## When volume is not enough: the band gap of strained diamond

A strain that treats x and y alike and keeps the axes at right angles is described by two independent numbers: the stretch along z and the stretch in the plane. They can be recast as a change of volume and a change of shape. A plot of the band gap against volume keeps one of the two and discards the other. Its slope can be read as a pure effect of volume only if the shape stays fixed along the series, or if the gap does not respond to shape.

Strained diamond in the two-atom cell, computed with Ansatz 0.2.0: PBE, scalar-relativistic, without spin polarisation, PAW with a 420 eV plane-wave cutoff, 12×12×12 k mesh, Gaussian smearing of 0.05 eV. The atoms are carried along with the strain and not relaxed. Both gaps are Kohn–Sham gaps on the k mesh; the direct gap is taken at a single k point.

```
volume (Å³/atom)     c/a  shortest distance (Å)  band gap (eV)  least direct gap (eV)
           5.337  1.4580                  1.514          3.901                  5.479
           5.413  1.4505                  1.521          3.937                  5.488
           5.586  1.4573                  1.537          3.809                  5.363
           5.837  1.4496                  1.559          3.790                  5.296
           5.865  1.4566                  1.562          3.720                  5.241
           6.282  1.4487                  1.598          3.651                  5.112
```

All six rows are diamond, with every atom bonded to four neighbours. The tetragonal cell has an in-plane edge $a$ that is shorter than the cubic edge by a factor $\sqrt2$, so unstrained diamond has $c/a=\sqrt2\approx1.414$. Every row lies above this value: the crystal is stretched along z relative to the plane. None of the six runs carries a warning. PBE is used here without a dispersion correction. The data makers' general caution about this for weakly bound systems comes from tests on other systems, and it has little bearing on such a covalent network.

### How the failure shows

The first two rows already cast doubt on reading the gap as an effect of volume alone. From 5.337 to 5.413 Å³ per atom the crystal expands and its bonds lengthen, yet the gap rises, from 3.901 to 3.937 eV. Over the rest of the table it falls. Read as a volume effect, the first step would mean that expansion widens the gap of diamond.

The step from 5.837 to 5.865 Å³ fails in the other direction. The volume grows by only half a per cent, but the gap drops by 0.070 eV. The next step takes the volume up by seven per cent, and the gap drops by about the same amount. A smooth function of volume has no reason to fall so steeply over a short interval and so gently over the next.

The column of $c/a$ puts the rows in order. Rows 5.337, 5.586 and 5.865 have $c/a$ near 1.457, and the other three have it near 1.450. Within each group the gap falls steadily as the volume grows, and the two groups have almost the same slope. The irregular curve is really two regular curves, visited in turn.

The stresses of the same calculations give a second way to recognise the problem. In row 5.337 the crystal is under a compression of 42 GPa in the plane but only 11 GPa along z. A crystal in a pressure fluid would feel the same stress in all directions. The average of these stresses is a legitimate number, but it does not make this row a point on a hydrostatic pressure curve.

### Why shape acts so strongly

Consider first a pure change of shape, at constant volume, applied to cubic diamond. The axis that is stretched could be x, y or z, and the three small strains obtained in this way add up to zero. By symmetry, the average energy of a set of equivalent band states then has no first-order shift. The individual states do shift: some go up and others go down.

The gap does not measure the average. It runs from the highest valence state to the lowest conduction state. When the valence states at the zone centre split, the highest one moves up; when the equivalent conduction valleys along the cube axes split, the lowest one moves down. Both movements narrow the gap, and both begin in proportion to the strain.

A change of volume works differently, because it treats the three axes alike and leaves equivalent states together. It moves the valence and conduction edges as a whole. Longer bonds weaken the overlap that separates bonding from antibonding states, which offers a simple explanation for the narrowing of diamond's gap on expansion, though it is not tested here. It is no general rule: silicon's indirect gap is known to widen on expansion. For diamond, the table shows the narrowing once rows of similar shape are compared.

Row 5.865 allows a closer look at the splitting. A smooth curve through the band edges of the three rows with the smaller $c/a$ gives the values that this group would have at the same volume. Against them, the valence top of row 5.865 lies 0.026 eV higher and its conduction edge 0.034 eV lower. The gap is thus smaller by about 0.06 eV, with both edges contributing.

The two edges can be compared in this way because the mean electrostatic potential in these calculations depends only on volume. Their separate shifts are relative to that mean, whereas the change of the gap needs no reference at all. The opposite shifts are what splitting should produce. The k point of the conduction edge also shows which valleys are lowest: those along the two cube axes in the plane, which are the shorter ones. The other members of the split sets are not printed, however, so the splitting itself is inferred from symmetry and not read from the levels.

### A model with two strains

For crystals stretched along z, the two effects add to first order:

$$
E_\mathrm{gap}=E_0+A\ln\frac{V}{V_0}+B\,t,\qquad
t=\ln\frac{c/a}{\sqrt2}.
$$

Here $V$ is the volume per atom, $V_0$ a fixed reference volume, and $t$ measures how much more the crystal is stretched along z than in the plane. The formula must not be continued to negative $t$: flattening the crystal along z also splits the band sets, so the gap is expected to narrow on that side too. The coefficients $A$ and $B$ are deformation potentials: changes of the gap per unit of strain. Fitted to all six rows, they come out as $A\approx-2.0$ eV and $B\approx-13$ eV. The analysis printed below compares this model with a straight line in $\ln V$ alone.

The puzzling step from 5.837 to 5.865 can now be worked through. The volume part is

$$
-2.0\ \mathrm{eV}\times\ln\frac{5.865}{5.837}\approx-0.010\ \mathrm{eV}.
$$

The shape changes from $c/a=1.4496$ to 1.4566, which gives

$$
-12.96\ \mathrm{eV}\times\ln\frac{1.4566}{1.4496}\approx-0.062\ \mathrm{eV}.
$$

The sum is $-0.072$ eV, against a computed change of $-0.070$ eV. Both rows were part of the fit, so the agreement shows that the description is consistent and is not a prediction of new data.

The example is instructive because volume and $c/a$ each grow by about half a per cent. Nearly all of the drop nevertheless comes from the shape. Someone who divided the drop by the volume change would obtain a slope of about $-14$ eV, seven times the volume coefficient. That number would be a shape effect carrying the wrong label.

The same two terms explain the rise between the first two rows. Expansion lowers the gap by 0.029 eV, while the smaller tetragonal strain of row 5.413 raises it by 0.067 eV. The second effect wins. The effect of expansion has not changed sign; it has been outweighed.

### An error that a good-looking fit can hide

The line in volume alone misses the gaps by 0.03 eV (rms), less than one per cent of the gap. On a plot that spans several electronvolts this would look excellent. But the whole variation in the table is only about 0.3 eV, and the changes between neighbouring rows are smaller still. With the shape included, the misfit falls to about 0.002 eV, though three constants for six rows leave little room for an independent test.

The volume-only line also gives a biased slope, about 17 per cent shallower than the slope at fixed shape. The rows with the smaller $c/a$ lie, on average, at larger volumes. Their wider gaps lift that end of the line and hide part of the narrowing caused by expansion. This link between shape and volume belongs to the table, which is a selection of runs, and not to diamond itself. More rows with the same link would make the slope look more certain without making it right.

Correcting for shape repairs the trend, not the absolute gap. PBE is known to give too small a gap for diamond, whose measured value is roughly 5.5 eV, because its Kohn–Sham gap lacks part of the energy needed to add an electron and remove another. The finite set of k points can add an error of the opposite sign: if the conduction minimum falls between them, the printed gap is too high. The lowest sampled conduction state sits at the same k point in every row, so the irregular order does not come from a jump between mesh points.

For strains like these, a change of $c/a$ by 0.1 per cent alters the gap about as much as a volume change of 0.6 per cent. A gap difference should therefore be assigned to volume or pressure only after $c/a$ has been compared at least that closely. What the table leaves open is whether the coefficient $B$, found between strains of 2.4 and 3.0 per cent, holds all the way down to the cubic crystal. A calculation at $c/a=\sqrt2$, with a volume inside the present range, would put this to the test.

The analysis program printed:

```
fit of band_gap on 6 rows: constant 3.799 +/- 0.015, coefficient of x -1.698 +/- 0.27; rms 0.0295, worst 5.413 -0.0447, leave-one-out rms 0.0422
fit of band_gap on 6 rows: constant 4.153 +/- 0.013, coefficient of x -2.035 +/- 0.022, coefficient of t -12.96 +/- 0.46; rms 0.0018, worst 5.586 0.00321, leave-one-out rms 0.00323
Steps from the row above:
    row  tetragonal strain %  stress difference GPa  gap step eV  apparent slope eV  volume part eV  strain part eV
  5.337                3.049                  31.18          n/a                n/a             n/a             n/a
  5.413                2.533                   25.4        0.036              2.533        -0.02892         0.06684
  5.586                3.001                  29.26       -0.128             -4.081        -0.06384        -0.06062
  5.837                2.471                  22.83       -0.019            -0.4322        -0.08947         0.06866
  5.865                2.953                  27.31        -0.07             -14.39       -0.009903        -0.06243
  6.282                2.409                  20.48       -0.069             -1.006         -0.1396         0.07048
Slope of gap with ln V inside the 3.0 % group, eV: -1.917
Slope of gap with ln V inside the 2.5 % group, eV: -1.922
Volume-only slope is shallower than the slope at fixed strain by, %: 16.56
Extra tetragonal strain of row 5.586 over the other group at equal volume, %: 0.4934
Valence top of row 5.586 against the other group at equal volume, eV: 0.02953
Conduction edge of row 5.586 against the other group at equal volume, eV: -0.03656
Gap of row 5.586 against the other group at equal volume, eV: -0.06609
Valence top of row 5.865 against the other group at equal volume, eV: 0.02619
Conduction edge of row 5.865 against the other group at equal volume, eV: -0.03441
Gap of row 5.865 against the other group at equal volume, eV: -0.0606
```
